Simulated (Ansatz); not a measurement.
Crystal: KBr.

```
Br K
1.0
     4.04350    0.00000    0.00000
     0.00000    4.04350    0.00000
     0.00000    0.00000    4.04350
Br K
1 1
Direct
  0.50000 0.50000 0.50000
  0.00000 0.00000 0.00000
```

Measurements of this composition are mostly on another form, of space group No. 225.

Base run:

* Program: Ansatz 0.2.0
* Functional: PBEsol
* Potentials or basis: Ansatz PAW
* Cutoff: 420 eV (not typed: the program's choice for these potentials)
* k mesh: 7 × 7 × 7
* Occupations: tetrahedron
* Spin: no spin polarisation

Its results: band gap on the k mesh 3.73 eV, indirect (least direct gap 3.97 eV); pressure -1.2 GPa.

Task: The run is repeated on the same cell with these changes: functional from PBEsol to PBE. What comes out?

Result: Band gap on the k mesh 3.89 eV, indirect (least direct gap 4.12 eV); pressure -0.1 GPa.

PBE binds less tightly than PBEsol, so the same cell stands under more pressure.

Caveats: odd divisions of the mesh miss points on the zone boundary, where band edges often lie, so the gap on the mesh can be too wide; with tetrahedron occupations forces and stress needn't match the slope of the energy; the PAW data sets come from PBE, with cores solved anew for the run's functional, which leaves a small shift of forces and pressure (some runs).

A k mesh can miss the band edges.
